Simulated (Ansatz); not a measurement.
Three rocksalt compounds, relaxed with r2SCAN in the PAW code Ansatz. Spin-unpolarised throughout; all numbers are computed.

```json
{"compound": "RbBr", "a (Å)": "6.922", "gap, HSE06 (eV)": "5.44 (Γ)"}
{"compound": "RbCl", "a (Å)": "6.612", "gap, HSE06 (eV)": "6.25 (Γ)"}
{"compound": "SrTe", "a (Å)": "6.706", "gap, HSE06 (eV)": "not needed"}
```

What is the misfit strain of a coherent RbBr film on SrTe?
ε∥ = (a_sub − a_film)/a_film = (6.706 − 6.922)/6.922 = -3.12 %: the film is in compression in the plane. At this size it stays coherent only while very thin.

By Vegard's law, which share x of RbCl in (RbBr)₁₋ₓ(RbCl)ₓ matches the substrate?
(1 − x) × 6.922 + x × 6.612 = 6.706 gives x = (6.706 − 6.922)/(6.612 − 6.922) = 0.697.

Without bowing, what gap would that alloy have?
(1 − 0.697) × 5.44 + 0.697 × 6.25 = 6.00 eV with HSE06. Bowing would lower it by b x(1 − x) = 0.211 b.

Spin-orbit coupling is left out, which matters wherever the heavy atoms make up the band edges.

The meshes of the hybrids are coarse, so their gaps aren't converged to the digits shown.
